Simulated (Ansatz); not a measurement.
**CdS: a relaxation**

This session takes CdS and sets out to relax the bulk.

The COD entry's cell or inner coordinates are ideal or old and differ from later refinements, so a difference from it is no clean test against experiment.

Method: DFT PBE+D3(BJ), scalar-relativistic, plane waves, PAW, in Ansatz 0.2.0.

1 further run of the same task is left out (set aside as unsound or not needed).

Symmetry: F-43m, No. 216, cubic system. The conventional cell has a = 5.820 Å, b = 5.820 Å, c = 5.820 Å, α = 90.00°, β = 90.00°, γ = 90.00°. Cd (site symmetry -43m) has 4 S at 2.52 Å as nearest neighbours. Around S (site symmetry -43m) lie 4 Cd at 2.52 Å.

Structure file:

```cif
data_structure
_symmetry_space_group_name_H-M 'F-43m'
_symmetry_Int_Tables_number 216
_cell_length_a 5.8200
_cell_length_b 5.8200
_cell_length_c 5.8200
_cell_angle_alpha 90.000
_cell_angle_beta 90.000
_cell_angle_gamma 90.000
_cell_volume 197.14
loop_
_atom_site_label
_atom_site_type_symbol
_atom_site_symmetry_multiplicity
_atom_site_Wyckoff_symbol
_atom_site_fract_x
_atom_site_fract_y
_atom_site_fract_z
_atom_site_occupancy
Cd1 Cd 4 a 0.00000 0.00000 0.00000 1
S1 S 4 c 0.25000 0.25000 0.25000 1
```

Source of the structure: the Crystallography Open Database.

The structure above is the start of the run; the results belong to its end.

| quantity | value |
| --- | --- |
| bulk: relaxed cell (conventional) | a = 5.851 Å, b = 5.851 Å, c = 5.851 Å, α = 90.00°, β = 90.00°, γ = 90.00° |
| bulk: space group (0.01 Å) | F-43m (No. 216) |
| bulk: volume | 25.04 Å³/atom |

In words: The bulk cell grew by 1.6 % in volume on relaxing. Against the measured lattice constant a of CdS, 5.825 Å (300 K; a printed reference work, monograph), the calculated 5.851 Å is off by +0.5 %. That is the cell relaxed with PBE+D3(BJ), without thermal expansion or zero-point motion.

Q: Write the input and the launch command of the relaxation that these results rest on.

A: The one used for the relaxation. It is one of several that fit.

input.yaml reads:

```yaml
crystal:
  lattice:
    - [0.0, 2.91, 2.91]
    - [2.91, 0.0, 2.91]
    - [2.91, 2.91, 0.0]
  atoms:
    - { symbol: Cd, position: [0.0, 0.0, 0.0] }
    - { symbol: S, position: [0.75, 0.75, 0.75] }
basis:
  ecutwfc: 420
kpoints:
  mp_grid: { grid: [8, 8, 8] }
hamiltonian:
  xc: pbe
  dispersion: d3bj
scf:
  occupations: { method: gaussian, width: 0.02 }
output:
  forces: true
  stress: true
  eigenvalues: true
  write_density: true
  write_potential: true
  elf: true
  volumetric_format: npy
relax:
  adjacent_minimum: "off"
  f_tol: 0.005
  max_steps: 80
  cell: { stress_tol: 0.05 }
```

Command:

```bash
ansatz run input.yaml --threads 4 --pin off --max-ram 10240MiB --backend cpu --events-out ev --progress --plain --runs-dir out
```
